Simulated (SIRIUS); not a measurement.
# Nb: equation of state with PBE

**The experiment to reproduce.**

From “Pressure effects on the electronic structure and superconductivity of (TaNb)0.67(HfZrTi)0.33 high entropy alloy”, 2019, arxiv:1910.08312, for a bulk crystal of Nb: bulk modulus 169 GPa.

Nb:

```
Nb
1.0
    -1.66395    1.66395    1.66395
     1.66395   -1.66395    1.66395
     1.66395    1.66395   -1.66395
Nb
1
Direct
  0.00000 0.00000 0.00000
```

* Program: SIRIUS 7.10.0
* Task: equation of state
* Functional: PBE
* Potentials or basis: PseudoDojo 0.4.1 PBE standard (scalar relativistic)
* Cutoff: 1127 eV
* Density cutoff: 4507 eV
* k mesh: 11 × 11 × 11
* Occupations: fermi-dirac, width 0.05 eV
* Spin: no spin polarisation
* Libxc names: ["XC_GGA_X_PBE", "XC_GGA_C_PBE"]
* Radial cutoff for the potentials' integrals: 6.5 bohr

```yaml
Equilibrium_volume: 18.23 Å³/atom
Bulk_modulus: 171 GPa
Pressure_derivative_of_the_bulk_modulus: 3.3
```

Energy against volume, from the lowest point:
| volume (Å³/atom) | energy (meV/atom) |
| --- | --- |
| 17.322 | 24.92 |
| 17.691 | 7.95 |
| 18.060 | 0.00 |
| 18.428 | 0.36 |
| 18.797 | 8.34 |
| 19.165 | 23.31 |
| 19.534 | 44.60 |

All runs of the series together: 2.4 min on 1 thread of Arm Neoverse V1, with other jobs on the host.

Measured bulk modulus of Nb: 169 GPa (quoted in “Pressure effects on the electronic structure and superconductivity of (TaNb)0.67(HfZrTi)0.33 high entropy alloy”, 2019, arxiv:1910.08312). This calculation gives 171 GPa (+1.4 %). The fit is for a static lattice scaled at fixed shape and fixed fractional positions.
